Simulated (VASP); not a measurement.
Runs of VASP 6.6.1 on Hf. It takes space group Pm-3m (No. 221, cubic). Conventional cell: a = 2.914 Å, b = 2.914 Å, c = 2.914 Å, α = 90.00°, β = 90.00°, γ = 90.00°. Hf (site symmetry m-3m) is surrounded by 6 Hf at 2.91 Å. The cell was built by a generator and needn't be a form met in nature.

```tsv
level	other keys	gap on the mesh (eV)	pressure (GPa)	relaxed volume (Å³/atom)
RPBE+D3(BJ)	-	none	0.0	18.56
RPBE+D4	-	none	0.0	24.83
RPBE+D3	-	none	0.0	(a)
RPBE	ISYM = 1; LREAL = Auto	none	0.0	25.46
RPBE	-	none	0.0	(b)
```

Alike in all rows: task relaxation of cell and atoms; potentials or basis VASP PAW PBE potentials, release 64 (Hf_pv); no spin polarisation; cell relaxed; k mesh 9 × 9 × 9; cutoff (eV) 600; smearing fermi-dirac 0.05 eV.

Task: Fill in the values left out.

Result: (a) 24.67; (b) 25.45.

Caveats: the PAW data sets were made with another functional, which shifts forces and pressure a little; pairwise dispersion overbinds metals, which lowers pressure and volume (some runs); the volume moved by over 15 % at a fixed basis, so the end points are rough (some runs).

A k mesh can miss the band edges, and the runs leave out spin-orbit coupling on Hf.

A gap of «none» marks a metal or a gap under the smearing width.
